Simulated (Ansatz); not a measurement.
What a strained GaS layer does to its nuclei

Cell: an entry of the Crystallography Open Database (COD), ions relaxed with PBE at fixed cell.

```
Ga S
1.0
     3.58500    0.00000    0.00000
    -1.79250    3.10470    0.00000
     0.00000    0.00000   15.50000
Ga S
4 4
Direct
  0.33333 0.66667 0.17102
  0.66667 0.33333 0.67102
  0.33333 0.66667 0.32898
  0.66667 0.33333 0.82898
  0.33333 0.66667 0.60080
  0.66667 0.33333 0.10080
  0.33333 0.66667 0.89920
  0.66667 0.33333 0.39920
```

Atoms are numbered from 1 in the order listed; like atoms form one site, named after its first atom.

Method: Kohn–Sham DFT in Ansatz, PBE, plane waves and PAW, scalar-relativistic, 420 eV cutoff, Γ-centred 14×14×3 k-points, Fermi–Dirac smearing 0.02 eV.

The cell is stretched along z (the third Cartesian axis of the run's cell), x and y held, and the ions relax again each time.

| strain along z (%) | Ga: V along z (10²¹ V/m²) | S: V along z (10²¹ V/m²) |
| --- | --- | --- |
| -3 | -7.96 | -5.76 |
| -2 | -7.90 | -5.68 |
| -1 | -7.84 | -5.59 |
| 0 | -7.81 | -5.58 |
| +1 | -7.78 | -5.48 |
| +2 | -7.74 | -5.41 |
| +3 | ? | ? |

Q: Estimate the row at +3 % from the others.

A: Ga: -7.72; S: -5.37. Worked for Ga: a straight line through the other 6 rows has a slope of 0.043 × 10²¹ V/m² per per cent of strain and gives -7.69 at +3 %, against -7.72 from the run; over all rows the step per per cent runs from 0.064 at the compressed end to 0.017 at the stretched end, so the response isn't a straight line. Worked for S: a straight line through the other 6 rows has a slope of 0.068 × 10²¹ V/m² per per cent of strain and gives -5.35 at +3 %, against -5.37 from the run; over all rows the step per per cent runs from 0.086 at the compressed end to 0.042 at the stretched end, so the response isn't a straight line. For ³³S that is −0.11 MHz of C_Q per per cent.
